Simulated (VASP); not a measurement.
# Cu (Cmcm) in VASP: reference runs

Reference runs on Cu: the cell as given and a disturbed copy.

Program: VASP 6.6.1. These are calculated values, not measurements. Logs are shortened: lines on timing, memory, paths and dates and some standing lists are left out, and cuts for length are marked.

### 1 The structure

It takes space group Cmcm (No. 63, orthorhombic). Conventional cell: a = 2.437 Å, b = 7.953 Å, c = 2.475 Å, α = 90.00°, β = 90.00°, γ = 90.00°. Around Cu (site symmetry m2m) lie 10 Cu at 2.44 to 2.54 Å.

This isn't the form of Cu at room conditions, which is fcc.

### 2 Single point, PBE

The input, INCAR:

```
SYSTEM = Cu
PREC = Accurate
ENCUT = 520
EDIFF = 1E-7
ISMEAR = -1
SIGMA = 0.05
LREAL = .False.
LASPH = .True.
NELM = 60
ALGO = Normal
ISIF = 2
LWAVE = .False.
LCHARG = .False.
GGA = PE
NBANDS = 18
```

The input, KPOINTS:

```
Automatic mesh
0
Gamma
  11 11 11
  0 0 0
```

The input, POSCAR:

```
Cu
1.0
    1.2184636900     -3.9763780104      0.0000000000
    1.2184636900      3.9763780104      0.0000000000
    0.0000000000      0.0000000000      2.4754955235
Cu
2
Direct
    0.8661333500      0.1338666500      0.7500000000
    0.1338666500      0.8661333500      0.2500000000
```

Potentials or basis: VASP PAW PBE potentials, release 64 (Cu).

On the command line:

```bash
cat potpaw_PBE.64/Cu/POTCAR > POTCAR
mpirun -np 1 vasp_std > vasp.out
```

OUTCAR:

```text
SYSTEM = Cu
   PREC = Accurate
   ENCUT = 520
   EDIFF = 1E-7
   ISMEAR = -1
   LREAL = .False.
   LASPH = .True.
   NELM = 60
   ISIF = 2
   GGA = PE

 ion  position               nearest neighbor table
   1  0.866  0.134  0.750-   2 2.46   2 2.46   2 2.54   2 2.54   2 2.54   2 2.54
   2  0.134  0.866  0.250-   1 2.46   1 2.46   1 2.54   1 2.54   1 2.54   1 2.54

  LATTYP: Found a base centered orthorhombic cell.
 ALAT       =     2.4369273800
 B/A-ratio  =     3.2634357864
 C/A-ratio  =     1.0158265461

  Lattice vectors:

 A1 = (   1.2184636900,  -3.9763780104,   0.0000000000)
 A2 = (   1.2184636900,   3.9763780104,   0.0000000000)
 A3 = (   0.0000000000,   0.0000000000,   2.4754955235)

Analysis of symmetry for initial positions (statically):
=====================================================================
 Subroutine PRICEL returns:
 Original cell was already a primitive cell.

 Routine SETGRP: Setting up the symmetry group for a
 base centered orthorhombic supercell.

 Subroutine GETGRP returns: Found  8 space group operations
 (whereof  4 operations were pure point group operations)
 out of a pool of  8 trial point group operations.

The static configuration has the point symmetry C_2h.
 The point group associated with its full space group is D_2h.

Analysis of symmetry for dynamics (positions and initial velocities):
=====================================================================
 Subroutine PRICEL returns:
 Original cell was already a primitive cell.

 Routine SETGRP: Setting up the symmetry group for a
 base centered orthorhombic supercell.

 Subroutine GETGRP returns: Found  8 space group operations
 (whereof  4 operations were pure point group operations)
 out of a pool of  8 trial point group operations.

The dynamic configuration has the point symmetry C_2h.
 The point group associated with its full space group is D_2h.

 Subroutine INISYM returns: Found  8 space group operations
 (whereof  4 operations are pure point group operations),
 and found     1 'primitive' translations

----------------------------------------------------------------------------------------

                                     Primitive cell

  volume of cell :      23.9879

  direct lattice vectors                    reciprocal lattice vectors
     1.218463690 -3.976378010  0.000000000     0.410352811 -0.125742572  0.000000000
     1.218463690  3.976378010  0.000000000     0.410352811  0.125742572  0.000000000
     0.000000000  0.000000000  2.475495523     0.000000000  0.000000000  0.403959527

  length of vectors
     4.158874348  4.158874348  2.475495523     0.429186001  0.429186001  0.403959527

  position of ions in fractional coordinates (direct lattice)
     0.866133350  0.133866650  0.750000000
     0.133866650  0.866133350  0.250000000

  ion indices of the primitive-cell ions
   primitive index   ion index
                 1           1
                 2           2

----------------------------------------------------------------------------------------

 KPOINTS: Automatic mesh

Automatic generation of k-mesh.
 Grid dimensions read from file:
 generate k-points for:   11   11   11

 Generating k-lattice:

  Cartesian coordinates                     Fractional coordinates (reciprocal lattice)
     0.037304801 -0.011431143  0.000000000     0.090909091  0.000000000  0.000000000
     0.037304801  0.011431143  0.000000000     0.000000000  0.090909091  0.000000000
     0.000000000  0.000000000  0.036723593     0.000000000  0.000000000  0.090909091

  Length of vectors
     0.039016909  0.039016909  0.036723593

  Shift w.r.t. Gamma in fractional coordinates (k-lattice)
     0.000000000  0.000000000  0.000000000

 Subroutine IBZKPT returns following result:
 ===========================================

 Found    216 irreducible k-points:

 Following reciprocal coordinates:
            Coordinates               Weight
  0.000000  0.000000  0.000000      1.000000
  0.090909 -0.000000  0.000000      4.000000
  0.181818  0.000000  0.000000      4.000000
  0.272727  0.000000  0.000000      4.000000
  0.363636 -0.000000  0.000000      4.000000
  0.454545 -0.000000  0.000000      4.000000
[... 16 lines left out ...]
 -0.272727  0.181818  0.000000      4.000000
 -0.181818  0.181818  0.000000      2.000000
 [... further k-points ...]
   k-points           NKPTS =    216   k-points in BZ     NKDIM =    216   number of bands    NBANDS=     18
   number of dos      NEDOS =    301   number of ions     NIONS =      2
   total plane-waves  NPLWV =  18432
   dimension x,y,z NGX =    32 NGY =   32 NGZ =   18
   dimension x,y,z NGXF=    64 NGYF=   64 NGZF=   36
   ions per type =               2
   NGX,Y,Z   is equivalent  to a cutoff of  12.79, 12.79, 12.09 a.u.
   NGXF,Y,Z  is equivalent  to a cutoff of  25.58, 25.58, 24.18 a.u.
 SYSTEM =  Cu
   PREC   = accura    normal or accurate (medium, high low for compatibility)
   ISTART =      0    job   : 0-new  1-cont  2-samecut
   ICHARG =      2    charge: 1-file 2-atom 10-const
   ISPIN  =      1    spin polarized calculation?
   LNONCOLLINEAR =      F non collinear calculations
   LSORBIT =      F    spin-orbit coupling
   LASPH  =      T    aspherical Exc in radial PAW
   ENCUT  =  520.0 eV  38.22 Ry    6.18 a.u.   7.73  7.73  4.60*2*pi/ulx,y,z
   NELM   =     60;   NELMIN=  2; NELMDL= -5     # of ELM steps
   EDIFF  = 0.1E-06   stopping-criterion for ELM
   LREAL  =      F    real-space projection
   EDIFFG = 0.1E-05   stopping-criterion for IOM
   NSW    =      0    number of steps for IOM
   IBRION =     -1    ionic relax: 0-MD 1-quasi-New 2-CG
   NFREE  =      0    steps in history (QN), initial steepest desc. (CG)
   ISIF   =      2    stress and relaxation
   ISYM   =      2    0-nonsym 1-usesym 2-fastsym
   POTIM  = 0.5000    time-step for ionic-motion
   TEBEG  =    0.0;   TEEND  =   0.0 temperature during run
   PSTRESS=    0.0 pullay stress
   NELECT =      22.0000    total number of electrons
   NUPDOWN=      -1.0000    fix difference up-down
   EMIN   =  10.00;   EMAX   =-10.00  energy-range for DOS
   EFERMI =   0.00;   METHOD = LEGACY
   ISMEAR =    -1;   SIGMA  =   0.05  broadening in eV -4-tet -1-fermi 0-gaus
   EFERMI_NEDOS =   21; number of points for ismear=-14 and -15
   IALGO  =     38    algorithm
   IMIX   =      4    mixing-type and parameters
     AMIX     =   0.40;   BMIX     =  1.00
     AMIX_MAG =   1.60;   BMIX_MAG =  1.00
  volume/ion in A,a.u.               =      11.99        80.94
  Fermi-wavevector in a.u.,A,eV,Ry     =   1.590566  3.005733 34.421366  2.529899
  Thomas-Fermi vector in A             =   2.689241
   LORBIT       =      0    0 simple, 1 ext, 2 COOP (PROOUT), +10 PAW based schemes
   GGA     = PE    functional components
   LHFCALC =     F    Hartree Fock is set to
   AEXX    =    0.0000 exact exchange contribution
   IVDW    =     0    specifies the selected vdW correction
   LEPSILON=     F    determine dielectric tensor
   LRPA    =     F    only Hartree local field effects (RPA)
 non-spin polarized calculation
  energy-cutoff  :      520.00
  volume of cell :       23.99
 maximum number of plane-waves:       668
   NGX = 15   NGY = 15   NGZ =  9

 number of electron      21.9999988 magnetization

 Free energy of the ion-electron system (eV)
  ---------------------------------------------------
  ext. energy  EPLUGINS =         0.00000000
  ---------------------------------------------------
  free energy    TOTEN  =        -7.15537995 eV

  energy without entropy =       -7.15114545  energy(sigma->0) =       -7.15326270

 E-fermi :   7.4201     XC(G=0): -12.5997

 val. band max:        7.3996576741   @ k =  -0.3636   0.3636   0.3636
 cond. band min:       7.4474222996   @ k =  -0.3636   0.2727   0.2727
 fundamental gap:      0.0477646255
 Fermi energy:         7.4200524072

 k-point     1 :       0.0000    0.0000    0.0000
  band No.  band energies     occupation
      1      -1.8436      2.00000
      2       2.4376      2.00000
      3       3.1970      2.00000
      4       3.6751      2.00000
      5       4.3772      2.00000
      6       4.6392      2.00000
[... 10 lines left out ...]
     17      26.9892      0.00000
     18      28.9683      0.00000

 k-point     2 :       0.0909   -0.0000    0.0000
  band No.  band energies     occupation
      1      -1.6054      2.00000
      2       2.5263      2.00000
      3       3.2857      2.00000
      4       3.7569      2.00000
      5       4.4040      2.00000
      6       4.6288      2.00000
[... 10 lines left out ...]
     17      27.6129      0.00000
     18      30.8023      0.00000

 k-point     3 :       0.1818    0.0000    0.0000
  band No.  band energies     occupation
      1      -0.9109      2.00000
      2       2.7404      2.00000
      3       3.5167      2.00000
      4       3.9477      2.00000
      5       4.3432      2.00000
      6       4.4739      2.00000
[... 10 lines left out ...]
     17      27.9417      0.00000
     18      31.2476      0.00000

 k-point     4 :       0.2727    0.0000    0.0000
  band No.  band energies     occupation
      1       0.1609      2.00000
      2       2.9482      2.00000
      3       3.6902      2.00000
      4       3.7756      2.00000
      5       4.3965      2.00000
      6       4.5542      2.00000
[... 375 lines left out ...]
      4       3.9852      2.00000
      5       4.0847      2.00000
      6       4.6110      2.00000
[... 10 lines left out ...]
     17      28.2081      0.00000
     18      28.7653      0.00000

 k-point    23 :      -0.2727    0.1818    0.0000
  band No.  band energies     occupation
      1      -1.1230      2.00000
      2       2.3564      2.00000
      3       3.1752      2.00000
      4       3.8245      2.00000
      5       4.3743      2.00000
      6       4.5587      2.00000
[... 10 lines left out ...]
     17      27.8493      0.00000
     18      29.2405      0.00000

 k-point    24 :      -0.1818    0.1818    0.0000
  band No.  band energies     occupation
      1      -1.5168      2.00000
      2       2.3326      2.00000
      3       3.1251      2.00000
      4       3.7243      2.00000
      5       4.4852      2.00000
      6       4.5174      2.00000
[... 10 lines left out ...]
     17      28.7077      0.00000
     18      28.7515      0.00000

 [... further k-points ...]

------------------------ aborting loop because EDIFF is reached ----------------------------------------

  FORCE on cell =-STRESS in cart. coord.  units (eV):
  Direction    XX          YY          ZZ          XY          YZ          ZX
  --------------------------------------------------------------------------------------
  -------------------------------------------------------------------------------------
  Total        1.0424135      0.9905873      1.1468787      0.0000000      0.0000000      0.0000000
  in kB       69.6238786     66.1623545     76.6012147      0.0000000      0.0000000      0.0000000
  external PRESSURE =      70.7958159 kB  Pullay stress =       0.0000000 kB

 VOLUME and BASIS-vectors are now :
 -----------------------------------------------------------------------------
  energy-cutoff  :      520.00
  volume of cell :       23.99
      direct lattice vectors                 reciprocal lattice vectors
     1.218463690 -3.976378010  0.000000000     0.410352811 -0.125742572  0.000000000
     1.218463690  3.976378010  0.000000000     0.410352811  0.125742572  0.000000000
     0.000000000  0.000000000  2.475495523     0.000000000  0.000000000  0.403959527

 POSITION                                       TOTAL-FORCE (eV/Angst)
 -----------------------------------------------------------------------------------
      1.21846     -2.91177      1.85662         0.000000     -0.052646      0.000000
      1.21846      2.91177      0.61887         0.000000      0.052646     -0.000000
 -----------------------------------------------------------------------------------
    total drift:                                0.000000      0.000000      0.000000

  FREE ENERGIE OF THE ION-ELECTRON SYSTEM (eV)
  ---------------------------------------------------
  free  energy   TOTEN  =        -7.1553799487 eV

  energy  without entropy=       -7.1511454502  energy(sigma->0) =       -7.15326270
```

Run time: 66 s. Hardware: 1 thread of Intel Xeon Platinum 8375C at 2.90GHz (Ice Lake), shared host; peak memory 0.2 GiB.

Results:

```
Free energy            : -7.1554 eV
Pressure               : 7.1 GPa
Largest force          : 0.053 eV/Å
Band gap on the k mesh : none (metal or under the smearing width)
```

Forces in eV/Å, atoms in the order of the input:
```
Cu   0.000 -0.053  0.000
Cu   0.000  0.053  0.000
```

### 3 Single point, PBE (atoms moved at random, drawn with an rms of 0.05 Å)

The input, INCAR:

```
SYSTEM = Cu
PREC = Accurate
ENCUT = 520
EDIFF = 1E-7
ISMEAR = -1
SIGMA = 0.05
LREAL = .FALSE.
LASPH = .TRUE.
NELM = 80
ALGO = Normal
ISIF = 2
LWAVE = .FALSE.
LCHARG = .TRUE.
GGA = PE
LELF = .TRUE.
LVHAR = .TRUE.
NBANDS = 18
```

The input, KPOINTS:

```
regular mesh
0
G
  11 11 11
  0 0 0
```

The input, POSCAR:

```
Cu
1.0
    1.2184636900     -3.9763780104      0.0000000000
    1.2184636900      3.9763780104      0.0000000000
    0.0000000000      0.0000000000      2.4754955235
Cu
2
Direct
    0.8711190000      0.1333070000      0.7399220000
    0.1350420000      0.8851840000      0.2469580000
```

Potentials or basis: VASP PAW PBE potentials, release 64 (Cu).

On the command line:

```bash
cat potpaw_PBE.64/Cu/POTCAR > POTCAR
mpirun -np 1 vasp_std > vasp.out
```

OUTCAR:

```text
SYSTEM = Cu
   PREC = Accurate
   ENCUT = 520
   EDIFF = 1E-7
   ISMEAR = -1
   LREAL = .FALSE.
   LASPH = .TRUE.
   NELM = 80
   ISIF = 2
   GGA = PE

 ion  position               nearest neighbor table
   1  0.871  0.133  0.740-   2 2.37   2 2.39   2 2.59   2 2.60   2 2.60   2 2.62
   2  0.135  0.885  0.247-   1 2.37   1 2.39   1 2.59   1 2.60   1 2.60   1 2.62

  LATTYP: Found a base centered orthorhombic cell.
 ALAT       =     2.4369273800
 B/A-ratio  =     3.2634357864
 C/A-ratio  =     1.0158265461

  Lattice vectors:

[... 194 lines left out ...]
      6       4.6567      2.00000
[... 481 lines left out ...]
      5       4.3263      2.00000
      6       4.5837      2.00000
[... 10 lines left out ...]
     17      28.2658      0.00000
     18      29.1046      0.00000

 [... further k-points ...]
[... 5 lines left out ...]
  --------------------------------------------------------------------------------------
  -------------------------------------------------------------------------------------
  Total        0.7313666      1.3022391      1.2068249     -0.0810766      0.0258845      0.0005793
  in kB       48.8487327     86.9778992     80.6050892     -5.4151899      1.7288526      0.0386903
  external PRESSURE =      72.1439070 kB  Pullay stress =       0.0000000 kB

 VOLUME and BASIS-vectors are now :
 -----------------------------------------------------------------------------
  energy-cutoff  :      520.00
  volume of cell :       23.99
      direct lattice vectors                 reciprocal lattice vectors
     1.218463690 -3.976378010  0.000000000     0.410352811 -0.125742572  0.000000000
     1.218463690  3.976378010  0.000000000     0.410352811  0.125742572  0.000000000
     0.000000000  0.000000000  2.475495523     0.000000000  0.000000000  0.403959527

 POSITION                                       TOTAL-FORCE (eV/Angst)
 -----------------------------------------------------------------------------------
      1.22386     -2.93382      1.83167         0.005634      0.750186      0.055209
      1.24311      2.98285      0.61134        -0.005634     -0.750186     -0.055209
 -----------------------------------------------------------------------------------
    total drift:                               -0.000011     -0.000124      0.000308

  FREE ENERGIE OF THE ION-ELECTRON SYSTEM (eV)
  ---------------------------------------------------
  free  energy   TOTEN  =        -7.1228761910 eV

  energy  without entropy=       -7.1186407179  energy(sigma->0) =       -7.12075845
```

stdout:

```text
POSCAR found type information on POSCAR Cu
 POSCAR found :  1 types and       2 ions
 scaLAPACK will be used
 LDA part: xc-table for (Slater+PW92), standard interpolation
 POSCAR, INCAR and KPOINTS ok, starting setup
 FFT: planning ... GRIDC
 FFT: planning ... GRID_SOFT
 FFT: planning ... GRID
 WAVECAR not read
 entering main loop
```

It took 3.5 min on 1 thread of Intel Xeon Platinum 8375C at 2.90GHz (Ice Lake), shared host; peak memory 0.34 GiB.

What came out:

```yaml
Free_energy: -7.1229 eV
Pressure: 7.2 GPa
Largest_force: 0.752 eV/Å
Band_gap_on_the_k_mesh: none (metal or under the smearing width)
```

Forces in eV/Å, atoms in the order of the input:
```
Cu   0.006  0.750  0.055
Cu  -0.006 -0.750 -0.055
```

Stress tensor (GPa, compression positive):
```
 4.88 -0.54  0.00
-0.54  8.70  0.17
 0.00  0.17  8.06
```

Levels at points of the mesh, in eV from the Fermi level:
| k point | band 9 | band 10 | band 11 | band 12 | band 13 | band 14 |
| --- | --- | --- | --- | --- | --- | --- |
| (0.00, 0.00, 0.00) | -1.79 | -1.75 | -1.42 | -0.15 | 4.85 | 14.77 |
